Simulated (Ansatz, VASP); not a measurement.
# Au in VASP and in Ansatz

INCAR

```
SYSTEM = Au
PREC = Accurate ; ENCUT = 520
EDIFF = 1E-6 ; ISMEAR = 0
SIGMA = 0.023 ; LREAL = .FALSE.
LASPH = .TRUE. ; NELM = 100
ALGO = Normal ; ISIF = 2
LWAVE = .FALSE. ; LCHARG = .FALSE.
GGA = PE ; NBANDS = 12
```

Contents of KPOINTS:

```
regular mesh
0
G
  11 11 11
  0 0 0
```

The input POSCAR:

```
Au
1.0
    0.0000000000      2.0350000000      2.0350000000
    2.0350000000      0.0000000000      2.0350000000
    2.0350000000      2.0350000000      0.0000000000
Au
1
Direct
    0.0000000000      0.0000000000      0.0000000000
```

Contents of input.yaml:

```yaml
crystal:
  lattice:
    - [0.0, 2.035, 2.035]
    - [2.035, 0.0, 2.035]
    - [2.035, 2.035, 0.0]
  atoms:
    - { symbol: Au, position: [0.0, 0.0, 0.0] }
kpoints:
  mp_grid: { grid: [11, 11, 11] }
scf:
  occupations: { method: gaussian, width: 0.023 }
hamiltonian:
  xc: pbe
  pseudopotentials: { kind: all_electron, lapw: { basis_error: 0.001 } }
output:
  forces: true
  stress: true
  eigenvalues: true
```

Alike in both runs: task single point; functional PBE; k mesh 11 × 11 × 11; occupations gaussian, width 0.023 eV; no spin polarisation.

|  | VASP | Ansatz |
| --- | --- | --- |
| version | VASP 6.6.1 | Ansatz 0.2.0 |
| potentials or method | VASP PAW PBE potentials, release 64 (Au) | all-electron LAPW, scalar-relativistic |
| plane-wave cutoff (eV) | 520 | see its input |

```tsv
	VASP	Ansatz	Ansatz less VASP
gap on the k mesh at the Fermi level (eV)	none	none	-
pressure (GPa)	10.5	10.8	+0.30
```

A gap of «none» marks a metal or a gap that the smearing closes. Ansatz ran all-electron here, so the differences hold the error of VASP's frozen core and of both bases.

Spin-orbit coupling is left out, which matters for the levels of Au.
